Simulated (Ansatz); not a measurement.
# ZrSe2: frozen-core PAW against all-electron methods

```yaml
crystal:
  lattice:
    - [3.79719, 0.00000, 0.00000]
    - [-1.89859, 3.28846, 0.00000]
    - [0.00000, 0.00000, 6.79277]
  atoms:
    - { symbol: Zr, position: [0.00000, 0.00000, 0.00000] }
    - { symbol: Se, position: [0.33333, 0.66667, 0.23319] }
    - { symbol: Se, position: [0.66667, 0.33333, 0.76681] }
```

Atom numbers follow the list: Zr1, Se2, Se3.

The structure comes from a relaxation in the same program, started in the CdI2 type, and has space group P-3m1. Whether it is a known phase or the ground state wasn't checked.

Methods: DFT, PBE, PAW with Ansatz's default frozen-core files, scalar-relativistic (Ansatz 0.2.0); DFT, PBE, all-electron LAPW, scalar-relativistic (Ansatz 0.2.0).

For PAW: a Γ-centred 11×11×6 k mesh, Fermi–Dirac smearing of 0.08 eV, cutoff 420 eV, no spin polarisation. LAPW targets a basis error of 1 meV/atom. The Ansatz runs share mesh, smearing and spin set-up. Plane-wave (PAW) pressures include the program's estimate of the Pulay term.

Stress and pressure are positive in compression.

Levels count from the top of the valence band.

PAW results:

```
                      quantity     PAW
                pressure (GPa)    0.02
                 band gap (eV)   0.398
highest filled level at L (eV)  -1.015
  lowest empty level at L (eV)   0.398
highest filled level at A (eV)  -0.057
  lowest empty level at A (eV)   1.107
highest filled level at Γ (eV)   0.000
  lowest empty level at Γ (eV)   1.115
```

Q: What does full-potential LAPW give for the same quantities?

A: 
| quantity | LAPW |
| --- | --- |
| pressure (GPa) | 0.03 |
| band gap (eV) | 0.398 |
| highest filled level at L (eV) | -1.015 |
| lowest empty level at L (eV) | 0.398 |
| highest filled level at A (eV) | -0.057 |
| lowest empty level at A (eV) | 1.107 |
| highest filled level at Γ (eV) | 0.000 |
| lowest empty level at Γ (eV) | 1.116 |
